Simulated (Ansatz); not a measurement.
# Zirconium, bcc under PBE: ground state and equation of state

Aim: take zirconium in the bcc structure, relax it, solve it on a dense k-mesh, then scale the cell to 7 volumes from 88 to 112 % of the relaxed one and try a fit of the equation of state. The start is ferromagnetic. The k-meshes are 12×12×12 for the relaxation; 20×20×20 for the dense run; 14×14×14 for the volumes.

This is Zr in the bcc structure; at room conditions it is hcp.

Program: Ansatz 0.2.0. Level of theory: DFT PBE, plane waves (420 eV) with PAW, scalar-relativistic. These are calculated values, not measurements.

## (1) The system as given

Symmetry: Im-3m, No. 229, cubic system. Conventional cell: a = 3.598 Å, b = 3.598 Å, c = 3.598 Å, α = 90.00°, β = 90.00°, γ = 90.00°. Zr (site symmetry m-3m) has 8 Zr at 3.12 Å as nearest neighbours.

Coordinates:

```xyz
1
Lattice="-1.7988 1.7988 1.7988 1.7988 -1.7988 1.7988 1.7988 1.7988 -1.7988" Properties=species:S:1:pos:R:3 pbc="T T T"
Zr    0.0000    0.0000    0.0000
```

The atoms start with moments of +1 μB.

## (2) Relaxing cell and atoms

The input, input.yaml:

```yaml
crystal:
  lattice:
    - [-1.7987839886, 1.7987839886, 1.7987839886]
    - [1.7987839886, -1.7987839886, 1.7987839886]
    - [1.7987839886, 1.7987839886, -1.7987839886]
  atoms:
    - { symbol: Zr, position: [0.0, 0.0, 0.0], spin: 1.0 }
hamiltonian:
  xc: pbe
  pseudopotentials:
    kind: paw
    azcp:
      Zr: "pseudopotentials/Zr.paw.azcp"
basis:
  ecutwfc: 420
  fft_grid_basis: typed
kpoints:
  mp_grid: { grid: [12, 12, 12], shift: [0, 0, 0] }
magnetization:
  spin_polarized: true
scf:
  occupations: { method: fermi_dirac, width: 0.05 }
relax:
  max_steps: 60
  f_tol: 0.01
  cell: {}
```

On the command line:

```sh
> ansatz run input.yaml --threads 2 --pin off --max-ram 6144MiB --backend cpu --events-out ev --progress --plain --runs-dir out
```

The runs that follow: Single point on a dense mesh; Equation of state: 88 %; Equation of state: 92 %; Equation of state: 96 %; Equation of state: 100 %; Equation of state: 104 %; Equation of state: 108 %; Equation of state: 112 %.

Before running it: what results should come out? Wanted: space group; conventional cell; volume; shortest distance; gap on the mesh; magnetic state; relative to hcp; V₀, B₀, B₀′.

The runs gave:

```
                      quantity                         value
space group (spins left aside)               Im-3m (No. 229)
             conventional cell                   a = 3.575 Å
                        volume                22.841 Å³/atom
             shortest distance                       3.096 Å
               gap on the mesh  none (levels filled in part)
                magnetic state                  non-magnetic
               relative to hcp                  +82 meV/atom
                   V₀, B₀, B₀′   22.806 Å³/atom, 88 GPa, 2.9
```

**Reading.** The relaxation shrank the cell by 1.9 % in volume. Against the reference form of zirconium (hcp, computed apart with the same settings) it stands 82 meV/atom higher. The starting moments do not survive. No gap shows: it is a metal or semimetal at this level. B₀ comes out at 88 GPa. The symmetry was held, so the structure may be unstable against distortions that break it.
